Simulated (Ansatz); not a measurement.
## K₂S: the gap against volume

K₂S, Fm-3m, a = 7.461 Å. Ansatz: PBE, PAW, 420 eV, Γ-centred 6×6×6 mesh on 3 atoms, Gaussian smearing 0.02 eV; no spin polarisation. Symmetry fixes shape and atoms, so the cell is only scaled; x = ln(V/V0) with V0 = 34.614 Å³/atom. The gap is read at the mesh points alone.

```
      x gap y (eV)
-0.1278       2.653
-0.0943       2.566
-0.0619       2.482
-0.0305       2.401
 0.0000       2.324
 0.0296           ?
 0.0583       2.179
 0.0953       2.089
```

Q: Fit a straight line to the other rows, give the volume deformation potential of the gap and its pressure coefficient, and predict the missing gap. B0 = 18.3 GPa.

A: Means x = -0.02299, y = 2.3849; Σ(Δx)² = 0.03877, ΣΔxΔy = -0.09805; the slope is their ratio. y = 2.3267 − 2.5291 x. The slope is the deformation potential a = dE_g/d ln V = -2.53 eV, and dE_g/dP = −a/B0 = 138 meV/GPa. At x = 0.0296 the fit asked for gives 2.252 eV. The run gave 2.250 eV, so the fit is 0.002 eV too high, within the rms miss on the fitted rows (0.002 eV).

Semilocal functionals give gaps under the measured ones; changes of the gap mostly carry over better.

Cost: 8 runs of about 0.25 core-minutes in all, on Intel Xeon Platinum 8375C (Ice Lake) (shared hosts).